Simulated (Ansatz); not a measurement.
# Hg: the cost of one run

Method: DFT PBEsol, scalar-relativistic, plane waves, PAW, in Ansatz 0.2.0.

## (1) The starting structure

It takes space group I4_1/amd (No. 141, tetragonal). Conventional cell: a = 5.860 Å, b = 5.860 Å, c = 3.145 Å, α = 90.00°, β = 90.00°, γ = 90.00°. Around Hg (site symmetry -4m2) lie 6 Hg at 3.03 to 3.15 Å.

As a file:

```
CELL_PARAMETERS angstrom
-2.92975 2.92975 1.57255
2.92975 -2.92975 1.57255
2.92975 2.92975 -1.57255
ATOMIC_POSITIONS crystal
Hg 0.75000 0.25000 0.50000
Hg 0.00000 0.00000 0.00000
```

This is candidate A: structure listed in a database for this formula (I4_1/amd, No. 141).

(A quick probe on a coarse mesh, which set the mesh and smearing, is not shown.)

## (3) The relaxation (candidate A)

The input, input.yaml:

```yaml
crystal:
  lattice:
    - [-2.92975414, 2.92975414, 1.57255255]
    - [2.92975414, -2.92975414, 1.57255255]
    - [2.92975414, 2.92975414, -1.57255255]
  atoms:
    - { symbol: Hg, position: [0.75, 0.25, 0.5] }
    - { symbol: Hg, position: [0.0, 0.0, 0.0] }
basis:
  ecutwfc: 420
kpoints:
  mp_grid: { grid: [20, 20, 20] }
hamiltonian:
  xc: pbesol
scf:
  occupations: { method: gaussian, width: 0.1 }
output:
  forces: true
  stress: true
  eigenvalues: true
relax:
  adjacent_minimum: "off"
  f_tol: 0.01
  max_steps: 80
  cell: { stress_tol: 0.05 }
```

**Question.** How long does this run take on 1 thread of an x86-64 CPU, shared host, and how much memory does it need?

About 1.7 min, with a peak of 0.87 GiB.
